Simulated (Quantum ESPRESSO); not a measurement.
# GaN (P6_3mc) in Quantum ESPRESSO: settings compared, part 4 of 4

Quantum ESPRESSO 7.5. The steps go on from the part before.

## 5. Wannier functions, PBE

pw.in reads:

```
&CONTROL
  calculation = 'scf'
  prefix = 'pwscf'
  outdir = './tmp'
  pseudo_dir = './pseudo'
  tprnfor = .true.
  tstress = .true.
  disk_io = 'low'
/
&SYSTEM
  ibrav = 0
  celldm(1) = 8
  nat = 4
  ntyp = 2
  ecutwfc = 56
  ecutrho = 448
  nbnd = 33
  occupations = 'smearing'
  smearing = 'fd'
  degauss = 0.00367493
/
&ELECTRONS
  conv_thr = 8d-10
  electron_maxstep = 120
  mixing_beta = 0.5
/
ATOMIC_SPECIES
Ga    69.7230 ga_pbe_v1.4.uspp.F.UPF
N     14.0070 n_pbe_v1.2.uspp.F.UPF
CELL_PARAMETERS alat
  0.7511661345387   0.0000000000000   0.0000000000000
 -0.3755830672694   0.6505289549650   0.0000000000000
  0.0000000000000   0.0000000000000   1.2202906449771
ATOMIC_POSITIONS crystal
Ga     0.6666666667    0.3333333333    0.5000000000
Ga     0.3333333333    0.6666666667    0.0000000000
N      0.6666666667    0.3333333333    0.8750000000
N      0.3333333333    0.6666666667    0.3750000000
K_POINTS automatic
8 8 4 0 0 0
```

nscf.in is that of step 4.

pw2wan.in reads:

```
&INPUTPP
  prefix = 'pwscf'
  outdir = './tmp'
  seedname = 'w'
  write_mmn = .true.
  write_amn = .true.
  scdm_proj = .true.
  scdm_entanglement = 'erfc'
  scdm_mu = 15.03
  scdm_sigma = 1
/
```

bands.in is that of step 4.

Changes to w.win since step 4:

```diff
@@ -2,8 +2,5 @@
 num_bands = 39
-guiding_centres = true
-dis_froz_max = 15.03
-dis_num_iter = 600
-dis_mix_ratio = 0.5
-dis_conv_tol = 1.0d-9
-num_iter = 0
+auto_projections = true
+dis_num_iter = 0
+num_iter = 1200
 conv_tol = 1.0d-8
@@ -16,6 +13,2 @@
 exclude_bands = 1-6
-begin projections
-Ga: s;p;d
-N: s;p
-end projections
 begin unit_cell_cart
```

Potentials or basis: GBRV 1.5 PBE.

The run is started by

```
$ OMP_NUM_THREADS=1 pw.x -in pw.in > pw.out
$ OMP_NUM_THREADS=1 pw.x -in nscf.in > nscf.out
$ wannier90.x -pp w
$ OMP_NUM_THREADS=1 pw2wannier90.x -in pw2wan.in > pw2wan.out
$ wannier90.x w
$ OMP_NUM_THREADS=1 pw.x -in bands.in > bands.out
```

pw.out:

```text
This program is part of the open-source Quantum ESPRESSO suite
     for quantum simulation of materials; please cite
[... 9 lines left out ...]
     --------------------
     sticks:   dense  smooth     PW     G-vecs:    dense   smooth      PW
     Sum        1123     559    163                48899    17333    2863

     Using Slab Decomposition

     bravais-lattice index     =            0
     lattice parameter (alat)  =       8.0000  a.u.
     unit-cell volume          =     305.3064 (a.u.)^3
     number of atoms/cell      =            4
     number of atomic types    =            2
     number of electrons       =        48.00
     number of Kohn-Sham states=           33
     kinetic-energy cutoff     =      56.0000  Ry
     charge density cutoff     =     448.0000  Ry
     scf convergence threshold =      8.0E-10
     mixing beta               =       0.5000
     number of iterations used =            8  plain     mixing
     Exchange-correlation= SLA  PW   PBE  PBE
                           (   1   4   3   4   0   0   0)

[... 403 lines left out ...]
    -0.3946  -0.3946   4.7676   4.7676   7.1096   7.1096   9.5030   9.5030
    17.1465  17.1465  18.8023  18.8023  20.0558  20.0558  24.3261  24.3261
    25.9921

     the Fermi energy is    12.1019 ev

!    total energy              =    -871.09998293 Ry
     estimated scf accuracy    <          5.5E-11 Ry
     smearing contrib. (-TS)   =      -0.00000000 Ry
     internal energy E=F+TS    =    -871.09998293 Ry

     The total energy is F=E-TS. E is the sum of the following terms:
     one-electron contribution =    -672.24608541 Ry
     hartree contribution      =     362.09986878 Ry
     xc contribution           =    -108.20255786 Ry
     ewald contribution        =    -452.75120843 Ry

     convergence has been achieved in  10 iterations

     Forces acting on atoms (cartesian axes, Ry/au):

     atom    1 type  1   force =     0.00000000    0.00000000   -0.00531018
     atom    2 type  1   force =     0.00000000    0.00000000   -0.00531018
     atom    3 type  2   force =     0.00000000    0.00000000    0.00531018
     atom    4 type  2   force =     0.00000000    0.00000000    0.00531018

     Total force =     0.010620     Total SCF correction =     0.000017

     Computing stress (Cartesian axis) and pressure

          total   stress  (Ry/bohr**3)                   (kbar)     P=       76.17
   0.00046899   0.00000000   0.00000000           68.99        0.00        0.00
   0.00000000   0.00046899   0.00000000            0.00       68.99        0.00
   0.00000000   0.00000000   0.00061550            0.00        0.00       90.54

=------------------------------------------------------------------------------=
   JOB DONE.
=------------------------------------------------------------------------------=
```

It took 8.2 min on 1 thread of Arm Neoverse V1, shared host; peak memory 0.24 GiB.

What came out:

```
Free energy                   : -11851.9190 eV
Pressure                      : 7.6 GPa
Largest force                 : 0.137 eV/Å
Band gap on the k mesh        : 1.99 eV, direct
Band gap along the path       : 1.99 eV, direct
Total Wannier spread          : 34.35 Å² over 26 functions
RMS miss of the Wannier bands : 0.017 eV
```

Forces in eV/Å, atoms in the order of the input:
```
Ga   0.000  0.000 -0.137
Ga   0.000  0.000 -0.137
N    0.000  0.000  0.137
N    0.000  0.000  0.137
```

Levels at the corners of the path, in eV from the valence-band top:
| point | band 21 | band 22 | band 23 | band 24 | band 25 | band 26 | band 27 | band 28 |
| --- | --- | --- | --- | --- | --- | --- | --- | --- |
| Γ | -1.06 | -0.06 | 0.00 | 0.00 | 1.99 | 4.31 | 9.26 | 9.94 |
| M | -4.27 | -2.78 | -2.26 | -0.99 | 5.08 | 5.62 | 6.07 | 8.67 |
| K | -5.34 | -3.04 | -3.04 | -2.71 | 5.13 | 7.88 | 7.88 | 8.44 |
| Γ | -1.06 | -0.06 | 0.00 | 0.00 | 1.99 | 4.31 | 9.26 | 9.94 |
| A | -0.54 | -0.54 | -0.54 | -0.54 | 4.31 | 4.31 | 8.55 | 8.55 |
| L | -1.96 | -1.96 | -1.93 | -1.93 | 4.44 | 4.44 | 7.84 | 7.84 |
| H | -4.22 | -4.22 | -1.51 | -1.51 | 6.50 | 6.50 | 7.33 | 7.33 |
| A | -0.54 | -0.54 | -0.54 | -0.54 | 4.31 | 4.31 | 8.55 | 8.55 |
| L | -1.96 | -1.96 | -1.93 | -1.93 | 4.44 | 4.44 | 7.84 | 7.84 |
| M | -4.27 | -2.78 | -2.26 | -0.99 | 5.08 | 5.62 | 6.07 | 8.67 |
| K | -5.34 | -3.04 | -3.04 | -2.71 | 5.13 | 7.88 | 7.88 | 8.44 |
| H | -4.22 | -4.22 | -1.51 | -1.51 | 6.50 | 6.50 | 7.33 | 7.33 |

Wannier functions:
```
function  nearest atom  distance (Å)  spread (Å²)  on-site energy from the reference level (eV)
       1           3 N          0.35         0.83                                         -4.07
       2           4 N          0.35         0.83                                         -4.05
       3           4 N          0.35         0.82                                         -4.08
       4           3 N          0.35         0.84                                         -4.00
       5           4 N          0.35         0.84                                         -4.01
       6           3 N          0.36         0.74                                         -4.33
       7          2 Ga          0.01         0.25                                        -13.91
       8          1 Ga          0.01         0.25                                        -13.97
       9          2 Ga          0.01         0.25                                        -13.92
      10          1 Ga          0.01         0.25                                        -13.93
      11          1 Ga          0.01         0.27                                        -13.71
      12          2 Ga          0.01         0.26                                        -13.75
      13          1 Ga          0.81         3.22                                          4.56
      14          2 Ga          0.85         3.03                                          4.40
      15          1 Ga          0.82         2.88                                          4.33
      16          2 Ga          0.01         0.27                                        -13.73
      17           4 N          0.36         0.73                                         -4.32
      18          1 Ga          0.01         0.27                                        -13.63
      19          2 Ga          0.01         0.27                                        -13.62
      20           3 N          0.35         0.82                                         -4.14
      21          1 Ga          1.21         3.26                                          4.79
      22          1 Ga          0.86         3.12                                          4.59
      23          2 Ga          0.82         2.95                                          4.36
      24          2 Ga          1.22         3.26                                          4.81
      25          1 Ga          0.01         0.28                                        -13.64
      26          2 Ga          0.84         3.54                                          4.93
```

Parts of the spread (Å²): invariant 22.42, diagonal 0.653, off-diagonal 11.27, total 34.35. Against the direct bands the interpolation misses by 17 meV (root mean square) and 100 meV at most, for states up to 1 eV over the reference level.

## 6. Summary

```tsv
task	level	potentials or basis	cell	k mesh	cutoff (eV)	k mesh for the Wannier functions	projections	iterations	gap on the mesh (eV)	pressure (GPa)	largest force (eV/Å)
phonons	PBEsol	GBRV 1.5 PBEsol	relaxed	8 × 8 × 4, shifted	612	-	-	-	-	0.0	-
Wannier functions	PBE	GBRV 1.5 PBE	as given	8 × 8 × 4	762	6 × 6 × 3	Ga spd, N sp	-	1.99	7.6	0.14
Wannier functions	PBE	GBRV 1.5 PBE	as given	8 × 8 × 4	762	6 × 6 × 3	Ga spd, N sp	0	1.99	7.6	0.14
Wannier functions	PBE	GBRV 1.5 PBE	as given	8 × 8 × 4	762	6 × 6 × 3	-	-	1.99	7.6	0.14
```

Alike in all rows: no spin polarisation; smearing fermi-dirac 0.05 eV.

Caveats: the Wannier minimisation didn't converge (some runs).

Total energies depend on the potentials used, so only differences within one code and one set of settings carry meaning.

## 7. Comparison with measurements

Step 3. A measured gap of GaN is 3.503 eV (direct; quoted in “Studying electronic properties in GaN without electrical contacts using γ-γ vs e−-γ Perturbed Angular Correlations”, 2019, pmc:6823545); the calculated 1.99 eV misses it by -1.51 eV. Spin-orbit coupling on Ga is left out. The value is that of PBE, without temperature or zero-point motion. Semilocal functionals fall short of measured gaps as a rule.

Step 4. Measured gap of GaN: 3.503 eV (direct; quoted in “Studying electronic properties in GaN without electrical contacts using γ-γ vs e−-γ Perturbed Angular Correlations”, 2019, pmc:6823545). This calculation gives 1.99 eV (-1.51 eV). Spin-orbit coupling on Ga is left out. The value is that of PBE, without temperature or zero-point motion. Semilocal functionals fall short of measured gaps as a rule.

Step 5. Against the measured gap of GaN, 3.503 eV (direct; quoted in “Studying electronic properties in GaN without electrical contacts using γ-γ vs e−-γ Perturbed Angular Correlations”, 2019, pmc:6823545), the calculated 1.99 eV is off by -1.51 eV. Spin-orbit coupling on Ga is left out. The value is that of PBE, without temperature or zero-point motion. Semilocal functionals fall short of measured gaps as a rule.
